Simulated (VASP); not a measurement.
Write the native input for VASP 6.6.1 that does the following.

- Task: single point
- Functional: HSE06
- Potentials or basis: VASP PAW PBE potentials, release 64 (Li_sv, S)
- Cutoff: 520 eV
- k mesh: 6 × 6 × 6
- Occupations: gaussian, width 0.02 eV
- Spin: no spin polarisation
- Grid for exact exchange (PRECFOCK): Fast
- Screening parameter: 0.2 1/A
- Further INCAR settings: ALGO = Normal; EDIFF = 1e-06

Li2S:

```xyz
3
Lattice="0.0000 2.8264 2.8264 2.8264 0.0000 2.8264 2.8264 2.8264 0.0000" Properties=species:S:1:pos:R:3 pbc="T T T"
Li    4.2395    4.2395    4.2395
Li    1.4132    1.4132    1.4132
S     0.0000    0.0000    0.0000
```

The cell comes from a database or a generator and needn't be the stable form of this composition.

These files were run (other wordings do the same):

POSCAR

```
Li2S
1.0
    0.0000000000      2.8263500000      2.8263500000
    2.8263500000      0.0000000000      2.8263500000
    2.8263500000      2.8263500000      0.0000000000
Li S
2 1
Direct
    0.7500000000      0.7500000000      0.7500000000
    0.2500000000      0.2500000000      0.2500000000
    0.0000000000      0.0000000000      0.0000000000
```

INCAR.step1

```
PREC = Accurate
ENCUT = 520
EDIFF = 1E-5
ISMEAR = 0
SIGMA = 0.02
LREAL = False
LASPH = True
NELM = 60
ALGO = Normal
ISIF = 2
LWAVE = True
GGA = PE
```

INCAR.step2

```
PREC = Accurate
ENCUT = 520
EDIFF = 1E-6
ISMEAR = 0
SIGMA = 0.02
LREAL = False
LASPH = True
NELM = 60
ALGO = Normal
ISIF = 2
LWAVE = False
LCHARG = True
GGA = PE
LHFCALC = True
HFSCREEN = 0.2
PRECFOCK = Fast
LELF = True
LVHAR = True
ISTART = 1
```

KPOINTS

```
Automatic mesh
0
Gamma
  6 6 6
```

Potentials or basis: VASP PAW PBE potentials, release 64 (Li_sv, S).

Launch:

```bash
$ cat potpaw_PBE.64/Li_sv/POTCAR potpaw_PBE.64/S/POTCAR > POTCAR
$ cp INCAR.step1 INCAR
$ mpirun -np 1 vasp_std > vasp.out
$ cp INCAR.step2 INCAR
$ mpirun -np 1 vasp_std > vasp.out
```

Results of the run:

```yaml
Band_gap_on_the_k_mesh: 4.34 eV, indirect (least direct gap 5.48 eV)
```

Wall time 6.8 min on 1 thread of Intel(R) Xeon(R) Platinum 8259CL CPU @ 2.50GHz (Skylake/Cascade Lake), on a shared host, peak memory 0.27 GiB.
